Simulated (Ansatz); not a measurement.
# InH3O3 — ¹⁷O nuclear quadrupole resonance

Cell: a Materials Project structure (computed, not necessarily an observed phase), atoms as given.

Space group R-3:H (No. 148); a = 11.2179, c = 6.9413 Å, γ = 120.00°.

| site | Wyckoff | site symmetry | x | y | z |
| --- | --- | --- | --- | --- | --- |
| In1 | 9d | -1 | 0.8333 | 0.6667 | 0.1667 |
| In2 | 3b | -3. | 0.0000 | 0.0000 | 0.5000 |
| H5 | 18f | 1 | 0.0346 | 0.7923 | 0.4178 |
| H7 | 18f | 1 | 0.8000 | 0.2427 | 0.5134 |
| O17 | 18f | 1 | 0.9978 | 0.8358 | 0.3302 |
| O19 | 18f | 1 | 0.8854 | 0.2835 | 0.4347 |

One atom of each set is listed; the run and its k-mesh use a cell of 28 atoms with edges of 6.88, 6.88, 6.88 Å.

Level of theory: DFT, r2SCAN, plane waves and PAW, scalar-relativistic, 500 eV cutoff, Γ-centred 4×4×4 k-points, Fermi–Dirac smearing 0.02 eV (Ansatz 0.2.0).

¹⁷O: I = 5/2, Q = -25.58 mb (year-2017 value). Static lattice, zero field.

Task: At which frequencies do the ¹⁷O NQR lines lie?

Result: For I = 5/2 and η = 0 the lines are 3|C_Q|/20 and twice that; η pulls their ratio below 2. At large η the states mix, and weaker lines appear at sums of the main ones; lines under 5 % of the strongest are left out.

| site | atoms | V_zz (10²¹ V/m²) | C_Q (MHz) | η | line frequencies (MHz) |
| --- | --- | --- | --- | --- | --- |
| O17 | 6 | 8.90 | -5.51 | 0.87 | 1.34, 1.49, 2.82 |
| O19 | 6 | -8.10 | 5.01 | 0.88 | 1.22, 1.35, 2.58 |

Without spin–orbit coupling (the program notes it for In) the gradients are little affected as a rule: paired runs on crystals with a gap mostly move them by under 2 % at such atoms.
